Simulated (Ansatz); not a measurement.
**Ba: two-dimensional strain map**

Method: DFT PBE, scalar-relativistic, plane waves, PAW (Ansatz). The runs took a 420 eV cutoff, a Γ-centred 15×15×12 mesh and Gaussian smearing (0.15 eV). No spin polarisation. Energies are free energies at this smearing, counted from the undisturbed cell; pressure is positive in compression.

Reference structure (as given, not relaxed at this level; it stands at -0.1 GPa; this form isn't the usual structure):

```
CELL_PARAMETERS angstrom
4.31161 0.00000 0.00000
-2.15581 3.73397 0.00000
0.00000 0.00000 3.91341
ATOMIC_POSITIONS crystal
Ba 0.00000 0.00000 0.00000
```

The cell is strained by p along both x and y and by q along z, fractional coordinates fixed. Points are written (p, q).

Energy above the undisturbed cell in meV/atom (a dash: not computed):

| p \ q | -0.050 | 0.000 | 0.050 |
| --- | --- | --- | --- |
| -0.050 | 31.3 | 16.1 | 28.5 |
| 0.000 | 24.4 | 0.0 | 6.4 |
| 0.050 | 71.0 | 36.6 | 35.2 |

Pressure in GPa:

```
 p \ q  -0.050  0.000  0.050
-0.050     1.3    0.8    0.4
 0.000     0.3   -0.1   -0.4
 0.050    -0.3   -0.7   -1.0
```